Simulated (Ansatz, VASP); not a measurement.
# Ta: VASP beside Ansatz

File INCAR:

```
  PREC = Accurate
  ENCUT = 520
  EDIFF = 1E-6
  ISMEAR = 0
  SIGMA = 0.15
  LREAL = F
  LASPH = T
  NELM = 100
  ALGO = Fast
  ISIF = 2
  LWAVE = F
  LCHARG = F
  GGA = PS
  NBANDS = 18
```

The input KPOINTS:

```
Automatic mesh
0
Gamma
  18 18 10
```

Contents of POSCAR:

```
Ta
1.0
    2.9003720726      0.0000000000      0.0000000000
   -1.4501860363      2.5117958953      0.0000000000
    0.0000000000      0.0000000000      5.1662740000
Ta
2
Direct
    0.6666666667      0.3333333333      0.7500000000
    0.3333333333      0.6666666667      0.2500000000
```

Input for Ansatz:

```yaml
crystal:
  lattice:
    - [2.9003720726, 0.0, 0.0]
    - [-1.4501860363, 2.5117958953, 0.0]
    - [0.0, 0.0, 5.166274]
  atoms:
    - { symbol: Ta, position: [0.6666666667, 0.3333333333, 0.75] }
    - { symbol: Ta, position: [0.3333333333, 0.6666666667, 0.25] }
basis:
  ecutwfc: 420
kpoints:
  mp_grid: { grid: [18, 18, 10] }
hamiltonian:
  xc: pbesol
scf:
  occupations: { method: gaussian, width: 0.15 }
output:
  forces: true
  stress: true
  eigenvalues: true
```

This isn't the form of Ta at room conditions, which is bcc.

Alike in both runs: task single point; functional PBEsol; k mesh 18 × 18 × 10; occupations gaussian, width 0.15 eV; no spin polarisation.

|  | VASP | Ansatz |
| --- | --- | --- |
| version | VASP 6.6.1 | Ansatz 0.2.0 |
| potentials or method | VASP PAW PBE potentials, release 64 (Ta_pv) | scalar-relativistic, plane waves, PAW |
| plane-wave cutoff (eV) | 520 | 420 |
| valence electrons in the cell | 22 | 26 |

Ansatz gave:

- gap on the k mesh at the Fermi level (eV): none
- pressure (GPa): -7.1
- largest component of the traceless stress (GPa): 0.07

Task: Which values does VASP return?

Result: gap on the k mesh at the Fermi level (eV): none; pressure (GPa): -7.0; largest component of the traceless stress (GPa): 0.06.

A gap of «none» marks a metal or a gap that the smearing closes. The functional is the same, so the differences come from potentials, cutoffs and numerics. The two sets of potentials don't hold the same shells in valence.

Caveats: the PAW data sets were made with another functional, which shifts forces and pressure a little (VASP). The runs have no spin-orbit coupling, so splittings on Ta are missing.
